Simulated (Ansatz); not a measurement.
W: W vacancy

Computed with Ansatz, DFT PBE, scalar-relativistic, plane waves, PAW. Settings: 420 eV cutoff, 4×4×4 k-mesh, Gaussian smearing of 0.10 eV, no spin polarisation.

Host crystal, relaxed:

```xyz
1
Lattice="-1.5918 1.5918 1.5918 1.5918 -1.5918 1.5918 1.5918 1.5918 -1.5918" Properties=species:S:1:pos:R:3 pbc="T T T"
W     0.0000    0.0000    0.0000
```

Supercell of 32 atoms, rows in host cell vectors: 2 4 2; 0 2 -2; -2 2 0. Atoms relax at the host's cell, keeping the symmetry that the supercell leaves at the site. The cell is small, so energies carry finite-size errors of tenths of an eV. The host is a metal. Atoms are taken from and returned to the elements' standard states.

Spin-orbit coupling is left out, which matters for the bands and energies of heavy elements.

Defect: W vacancy set at (0.000, 0.000, 0.000) of the host cell. Before relaxation its nearest neighbours are 8 W at 2.76 Å.

| charge | E_f at the valence band top (eV) | moment (μB) | largest move (Å) | atoms near the site |
| --- | --- | --- | --- | --- |
| 0 | 3.15 | 0.00 | 0.03 | 8 W at 2.73 Å |